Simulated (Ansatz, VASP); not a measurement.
# Two plane-wave programs on Bi

The input INCAR:

```
PREC = Accurate
ENCUT = 520
EDIFF = 1E-6
ISMEAR = 0
SIGMA = 0.1
LREAL = False
LASPH = True
NELM = 100
ALGO = Fast
ISIF = 2
LWAVE = False
LCHARG = False
NBANDS = 22
```

KPOINTS

```
Automatic mesh
0
Gamma
  6 6 6
```

POSCAR

```
Bi
1.0
    2.2675000000      1.3091417354      3.9380000000
   -2.2675000000      1.3091417354      3.9380000000
    0.0000000000     -2.6182834708      3.9380000000
Bi
2
Direct
    0.2340000000      0.2340000000      0.2340000000
    0.7660000000      0.7660000000      0.7660000000
```

Input for Ansatz:

```yaml
crystal:
  lattice:
    - [2.2675, 1.3091417354, 3.938]
    - [-2.2675, 1.3091417354, 3.938]
    - [0.0, -2.6182834708, 3.938]
  atoms:
    - { symbol: Bi, position: [0.234, 0.234, 0.234] }
    - { symbol: Bi, position: [0.766, 0.766, 0.766] }
basis:
  ecutwfc: 420
kpoints:
  mp_grid: { grid: [6, 6, 6] }
hamiltonian:
  xc: lda
scf:
  occupations: { method: gaussian, width: 0.1 }
output:
  forces: true
  stress: true
  eigenvalues: true
```

Alike in both runs: task single point; functional LDA; k mesh 6 × 6 × 6; occupations gaussian, width 0.1 eV; no spin polarisation.

|  | VASP | Ansatz |
| --- | --- | --- |
| version | VASP 6.6.1 | Ansatz 0.2.0 |
| potentials or method | VASP PAW LDA potentials, release 64 (Bi_d) | scalar-relativistic, plane waves, PAW |
| plane-wave cutoff (eV) | 520 | 420 |
| valence electrons in the cell | 30 | 30 |

|  | VASP | Ansatz | Ansatz less VASP |
| --- | --- | --- | --- |
| gap on the k mesh at the Fermi level (eV) | none | none | - |
| pressure (GPa) | -1.5 | -1.5 | -0.07 |
| largest component of the traceless stress (GPa) | 0.11 | 0.13 | +0.018 |
| rms of the force components (eV/Å) | 0.007 | 0.019 | +0.0125 |

Atom by atom the forces differ by 0.012 eV/Å (rms over components). A gap of «none» marks a metal or a gap that the smearing closes.

Caveats: spin-orbit coupling is left out, which moves the levels of the heavy elements.
